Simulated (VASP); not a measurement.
ZnGa2O4:

```
Zn Ga O
1.0
     0.00000    4.17469    4.17469
     4.17469    0.00000    4.17469
     4.17469    4.17469    0.00000
Zn Ga O
2 4 8
Direct
  0.50000 0.50000 0.50000
  0.75000 0.75000 0.75000
  0.12500 0.12500 0.62500
  0.12500 0.62500 0.12500
  0.62500 0.12500 0.12500
  0.12500 0.12500 0.12500
  0.88639 0.34083 0.88639
  0.36361 0.36361 0.90917
  0.36361 0.36361 0.36361
  0.90917 0.36361 0.36361
  0.88639 0.88639 0.88639
  0.34083 0.88639 0.88639
  0.36361 0.90917 0.36361
  0.88639 0.88639 0.34083
```

The cell is a database's computed one.

Program: VASP 6.6.1. Alike in all runs: task band structure; cell as given; cutoff (eV) 520; smearing gaussian 0.03 eV.

Q: Order these runs on this cell by their pressure, lowest first.
A. level r2SCAN; potentials or basis VASP PAW PBE potentials, release 64 (Zn, Ga_d, O); spin off; k mesh 6 × 6 × 6
B. level LDA; potentials or basis VASP PAW LDA potentials, release 64 (Zn, Ga_d, O); spin off; k mesh 6 × 6 × 6
C. level PBE; potentials or basis VASP PAW PBE potentials, release 64 (Zn, Ga_d, O); spin SOC, no magnetisation; k mesh 4 × 4 × 4

A: B (-5.6 GPa), A (-0.1 GPa), C (7.7 GPa).

Caveats: the PAW data sets were made with another functional, which shifts forces and pressure a little (some runs).
